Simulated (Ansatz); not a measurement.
The system is Fe2Si.

```
Fe Si
1.0
    -1.34748    1.34748    4.45257
     1.34748   -1.34748    4.45257
     1.34748    1.34748   -4.45257
Fe Si
2 1
Direct
  0.66037 0.66037 0.00000
  0.33963 0.33963 0.00000
  0.00000 0.00000 0.00000
```

The cell comes from a database or a generator and needn't be the stable form of this composition.

| Property | Result |
| --- | --- |
| Program | Ansatz 0.2.0 |
| Task | relaxation of cell and atoms |
| Functional | PBEsol |
| Potentials or basis | Ansatz PAW |
| Cutoff | 420 eV (not typed: the program's choice for these potentials) |
| k mesh | 14 × 14 × 14 |
| Occupations | fermi-dirac, width 0.05 eV |
| Spin | collinear spin, ferromagnetic start |
| Starting moments | [3.0, 3.0, 0.0] μB |

At the start: volume 10.78 Å³/atom.

Question: How do energy, volume and symmetry change on relaxing?

Answer: It ends after 5 steps and the volume is 10.39 Å³/atom (-3.7 %); space group I4/mmm (No. 139, to 0.05 Å); moment 2.25 μB per cell.

The path:
```tsv
step	energy change (eV)	largest force (eV/Å)	volume (Å³)
1	0.0000	0.1098	32.34
2	-0.0282	0.0358	31.64
3	-0.0343	0.0143	31.12
4	-0.0343	0.0023	31.16
5	-0.0338	0.0018	31.16
```

Final structure:
```xyz
3
Lattice="-1.3311 1.3311 4.3958 1.3311 -1.3311 4.3958 1.3311 1.3311 -4.3958" Properties=species:S:1:pos:R:3 pbc="T T T"
Fe    0.0000    0.0000    5.8139
Fe    0.0000    0.0000    2.9777
Si    0.0000    0.0000    0.0000
```

Caveat: the plane-wave basis is chosen anew once the cell has moved, so the energies of steps on either side of that aren't comparable; the PAW data sets come from PBE, with cores solved anew for the run's functional, which leaves a small shift of forces and pressure.
